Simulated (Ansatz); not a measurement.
# PbO2: the cost of one run

Code: Ansatz 0.2.0. PAW datasets, plane waves. Values at 0 K without nuclear motion; spin polarisation is off, and the phase may be a hypothetical one.

### Step 1. The cell

The cell was relaxed beforehand with r2SCAN.

It is cubic, Fm-3m (No. 225); a = 5.316 Å in the conventional setting, 12.52 Å³ an atom. Pb has 8 O at 2.30 Å; O has 4 Pb at 2.30 Å.

The structure in full:

```
Pb O
1.0
     0.00000    2.65817    2.65817
     2.65817    0.00000    2.65817
     2.65817    2.65817    0.00000
Pb O
1 2
Direct
  0.00000 0.00000 0.00000
  0.25000 0.25000 0.25000
  0.75000 0.75000 0.75000
```

### Step 2. Band structure with PBE

input.yaml

```yaml
crystal:
  lattice:
    - [0.0, 2.658169956, 2.658169956]
    - [2.658169956, 0.0, 2.658169956]
    - [2.658169956, 2.658169956, 0.0]
  atoms:
    - { symbol: Pb, position: [0.0, 0.0, 0.0] }
    - { symbol: O, position: [0.25, 0.25, 0.25] }
    - { symbol: O, position: [0.75, 0.75, 0.75] }
kpoints:
  mp_grid: { grid: [8, 8, 8] }
  band_path:
    path:
      - [[0.0, 0.0, 0.0], [0.5, -2.79443927403e-34, 0.5], [0.625, 0.25, 0.625]]
      - [[0.375, 0.375, 0.75], [0.0, 0.0, 0.0], [0.5, 0.5, 0.5], [0.5, 0.25, 0.75], [0.5, -2.79443927403e-34, 0.5]]
    npoints: 10
hamiltonian:
  xc: pbe
scf:
  occupations: { method: fermi_dirac, width: 0.02 }
  n_extra_bands: 4
output:
  forces: true
  stress: true
  eigenvalues: true
```

Run with:

```console
$ ansatz run input.yaml --threads 2 --pin off --max-ram 2211MiB --backend cpu --events-out ev --progress --plain --runs-dir out
```

What time and memory should one allow on 2 threads of Arm Neoverse N1, shared host?

About 2.2 s, with a peak of 0.28 GiB.
